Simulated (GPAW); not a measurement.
Runs of GPAW 26.7.0 on PbS. It takes space group Pm-3m (No. 221, cubic). The conventional cell has a = 3.654 Å, b = 3.654 Å, c = 3.654 Å, α = 90.00°, β = 90.00°, γ = 90.00°. Pb (site symmetry m-3m) is surrounded by 8 S at 3.16 Å. S (site symmetry m-3m) has 8 Pb at 3.16 Å as nearest neighbours. Measurements of this composition are mostly on another form, of space group No. 225.

| task | level | potentials or basis | k mesh | cutoff (eV) | maxiter | band path | band points | convergence | gap on the mesh (eV) | pressure (GPa) |
| --- | --- | --- | --- | --- | --- | --- | --- | --- | --- | --- |
| band structure | PBEsol | PAW data sets generated in the run's folder for this functional, pw | 7 × 7 × 7 | 600 | 150 | GXMGRX,MR | 60 | - | - | -3.8 |
| band structure | r2SCAN | GPAW PAW data sets (gpaw-data 1.2.1), pw | 7 × 7 × 7 | 600 | 150 | GXMGRX,MR | 60 | - | - | -0.9 |
| single point | TB-mBJ | GPAW PAW data sets for LDA (gpaw-data 1.2.1), pw | 8 × 8 × 8 | 600 | 150 | - | - | - | none | - |
| band structure | LDA | the program's PAW data sets (release 1.2.1) made for this functional, pw | 7 × 7 × 7 | 600 | 150 | GXMGRX,MR | 60 | - | - | -5.6 |
| single point | LDA | the program's PAW data sets (release 1.2.1) made for this functional, pw | 6 × 6 × 6 | 500 | 120 | - | - | default | none | (a) |

Alike in all rows: no spin polarisation; cell as given; smearing fermi-dirac 0.05 eV.

Task: Estimate the missing entries.

Result: (a) -5.5.

Caveats: spin-orbit coupling is left out, which moves the levels of the heavy elements (some runs); the PAW data sets were made with another functional, which shifts forces and pressure a little (some runs); a model potential gives levels but no total energy (some runs); the cutoff is short for stress and forces, so pressures can be off by a GPa or more (some runs).

A k mesh can miss the band edges, and the runs leave out spin-orbit coupling on Pb.

A gap of «none» marks a metal or a gap under the smearing width.

Runs at the PBE level aren't shown here.
